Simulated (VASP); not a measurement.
Wanted: the native input for a VASP 6.6.1 run.

* Task: single point
* Functional: LDA
* Potentials or basis: VASP PAW LDA potentials, release 64 (Hf_pv, N)
* Cutoff: 520 eV
* k mesh: 18 × 18 × 18
* Occupations: gaussian, width 0.15 eV
* Spin: no spin polarisation
* Dipole correction: no
* Further INCAR settings: ALGO = Normal; EDIFF = 1e-06; NBANDS = 14

The structure of HfN lies in POSCAR:

```
HfN
1.0
    0.0000000000      2.2590000000      2.0782800000
    2.2590000000      0.0000000000      2.0782800000
    2.2590000000      2.2590000000      0.0000000000
Hf N
1 1
Direct
    0.0000000000      0.0000000000      0.0000000000
    0.5000000000      0.5000000000      0.5000000000
```

The cell isn't the ideal one: strain +0.000 along x and y, -0.080 along z, atoms carried along.

One way to write it, as run:

INCAR

```
PREC = Accurate
ENCUT = 520
EDIFF = 1E-6
ISMEAR = 0
SIGMA = 0.15
LREAL = F
LASPH = T
NELM = 100
ALGO = Normal
ISIF = 2
LWAVE = F
LCHARG = F
GGA = CA
NBANDS = 14
```

KPOINTS

```
Automatic mesh
0
Gamma
  18 18 18
```

Potentials or basis: VASP PAW LDA potentials, release 64 (Hf_pv, N).

Run with:

```sh
$ cat potpaw_LDA.64/Hf_pv/POTCAR potpaw_LDA.64/N/POTCAR > POTCAR
$ mpirun -np 1 vasp_std > vasp.out
```

Results of the run:

```yaml
Pressure: 21.6 GPa
Band_gap_on_the_k_mesh: none (metal or under the smearing width)
```

Caveat: so large a pressure means that the cell lies far from this level's equilibrium, or that cutoff or potentials fall short.

Wall time 40 s on 1 thread of Intel(R) Xeon(R) 6975P-C (Granite Rapids), on a shared host, peak memory 0.25 GiB.
